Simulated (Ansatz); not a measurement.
## Fe3Co: how the energy converges with the cutoff

Fe3Co, P4/mmm, a = 4.024 Å, c = 2.828 Å. The structure is a Materials Project entry; whether it is the stable form wasn't checked. Ansatz: PBEsol, PAW, cutoff varied, Γ-centred 10×10×14 mesh on 4 atoms, Gaussian smearing 0.10 eV; collinear spin, largest moment 2.6 μB. Single points at one geometry, the cutoff alone changed; ΔE is the energy at zero smearing over the run at 850 eV (runs within 0.3 meV/atom of it are left out). The run at 150 eV ended in another magnetic state and is left out. The runs up to 380 eV lie under the cutoff recommended for these PAW datasets.

| cutoff (eV) | ΔE (meV/atom) |
| --- | --- |
| 200 | 17739.63 |
| 250 | 3247.96 |
| 300 | 456.38 |
| 350 | 40.53 |
| 380 | 9.03 |
| 420 | 3.34 |
| 460 | 2.37 |
| 520 | 1.15 |
| 600 | ? |

**Question.** Assume ΔE falls exponentially with the cutoff, fit y = ln ΔE against x, the cutoff in eV, to the other rows, and predict the missing value.

**Answer.** y = 9.784, 8.086, 6.123, 3.702, 2.201, 1.206, 0.863, 0.140. Means x = 360.0, y = 4.0131; Σ(Δx)² = 81000, ΣΔxΔy = -2634; the slope is their ratio. y = 15.72 − 0.03252 x, a factor of ten per 71 eV. At 600 eV this gives ΔE = 0.02 meV/atom. The run gave 0.59, a ratio of 0.03. Between neighbouring rows the decay runs from a factor of ten per 46 eV to one per 276 eV, so one exponential is only a rough guide. The fast fall gives way to a slow tail, so a fit to low cutoffs promises convergence too early.